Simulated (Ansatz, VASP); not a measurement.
## Two plane-wave programs on V

```
CELL_PARAMETERS angstrom
-1.51016 1.51016 1.51016
1.51016 -1.51016 1.51016
1.51016 1.51016 -1.51016
ATOMIC_POSITIONS crystal
V 0.00000 0.00000 0.00000
```

Alike in both runs: task single point; functional PBE; k mesh 11 × 11 × 11; occupations fermi-dirac, width 0.1 eV; collinear spin.

|  | VASP | Ansatz |
| --- | --- | --- |
| version | VASP 6.6.1 | Ansatz 0.2.0 |
| potentials or method | VASP PAW PBE potentials, release 64 (V_sv) | PAW, plane waves, scalar-relativistic |
| plane-wave cutoff (eV) | 520 | 420 |
| valence electrons in the cell | 13 | 13 |

|  | VASP | Ansatz | Ansatz less VASP |
| --- | --- | --- | --- |
| pressure (GPa) | -3.5 | -3.7 | -0.23 |
| net moment per atom (μB) | 0.00 | 0.00 | -0.001 |

Ansatz warned: «seeded_moment_not_kept».
